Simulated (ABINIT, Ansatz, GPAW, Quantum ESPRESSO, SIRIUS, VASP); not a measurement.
## Ag: programs and potentials compared

```xyz
1
Lattice="0.0000 2.0427 2.0427 2.0427 0.0000 2.0427 2.0427 2.0427 0.0000" Properties=species:S:1:pos:R:3 pbc="T T T"
Ag    0.0000    0.0000    0.0000
```

Alike in all runs: task single point; functional PBEsol; k mesh 11 × 11 × 11; occupations fermi-dirac, width 0.05 eV; no spin polarisation; no spin-orbit coupling. Pressure is positive in compression and, in plane waves, holds the error of the finite cutoff, which Ansatz's Pulay term estimates and takes out.

```csv
program and potentials,plane-wave cutoff (eV),notes,pressure (GPa)
"Ansatz, Ansatz PAW",420,"potentials made for PBE, which Ansatz adapts in part; 19 valence electrons an atom on average; Pulay term of +0.04 GPa included",-2.90
"ABINIT, PseudoDojo NC SR PBEsol v0.4.1 standard",1116,19 valence electrons an atom on average,-3.10
"GPAW, PAW data sets generated for this functional",600,17 valence electrons an atom on average,-2.87
"SIRIUS, PseudoDojo 0.4.1 PBEsol standard (scalar relativistic)",1127,19 valence electrons an atom on average,-3.04
"VASP, PBE PAW files Ag, 520 eV",520,potentials made for PBE; 11 valence electrons an atom on average,-3.09
"Ansatz, all-electron LAPW, scalar-relativistic",-,-,-2.92
"Quantum ESPRESSO, GBRV 1.5 PBEsol",762,19 valence electrons an atom on average,-3.22
```

The pressure spans -3.22 (Quantum ESPRESSO, GBRV 1.5 PBEsol) to -2.87 GPa (GPAW, PAW data sets generated for this functional), with all-electron results at -2.92.

Differences between rows come from potentials, basis sets and numerical settings, since the functional is the same but for its coding. Runs on potential files found faulty are left out.
